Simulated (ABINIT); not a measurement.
A run of ABINIT 10.8.3 (patched build) is set up as follows.

Contents of run.abi:

```
# Datasets: one volume each
ndtset 7
getwfk -1
scalecart1 3*0.9795861087
scalecart2 3*0.9864848297
scalecart3 3*0.9932883884
scalecart4 3*1.0000000000
scalecart5 3*1.0066227096
scalecart6 3*1.0131594038
scalecart7 3*1.0196128224

# Pseudopotentials
pp_dirpath "./"
pseudos "Si.GGA_PBE-JTH.xml"

# Structure
acell 3*1.0
rprim
     0.0000000000     5.1435532945     5.1435532945
     5.1435532945     0.0000000000     5.1435532945
     5.1435532945     5.1435532945     0.0000000000
ntypat 1
znucl 14
natom 2
typat 1 1
xred
     0.5000000000     0.5000000000     0.5000000000
     0.7500000000     0.7500000000     0.7500000000

# Plane-wave basis
ecut 10.0
pawecutdg 20.0

# k points
kptopt 1
ngkpt 8 8 8
nshiftk 1
shiftk 0.0 0.0 0.0

# Exchange and correlation
ixc -116133

# Bands and occupations
nband 8
occopt 3
tsmear 0.05 eV

# SCF cycle
nstep 100
tolvrs 1.0e-9

# Output
iomode 3
prtwf 1
prtden 0
prteig 0
prtebands 0
enunit 2
```

Potentials or basis: JTH PAW PBE v2.0.

Command:

```console
$ abinit run.abi > log 2>&1
```

Q: Predict the pressure derivative of the bulk modulus.

A: 4.3.

Q: What does it give for the equilibrium volume?

A: 20.06 Å³/atom.

Q: Estimate the bulk modulus.

A: 94 GPa.

Energy against volume, from the lowest point:
```tsv
volume (Å³/atom)	energy (meV/atom)
18.955	19.54
19.358	7.50
19.761	1.19
20.165	0.00
20.568	3.37
20.971	11.10
21.375	22.36
```

Caveat: pressures at fixed basis lie under the slope of the energies; the PAW data sets were made with another functional, which shifts forces and pressure a little.
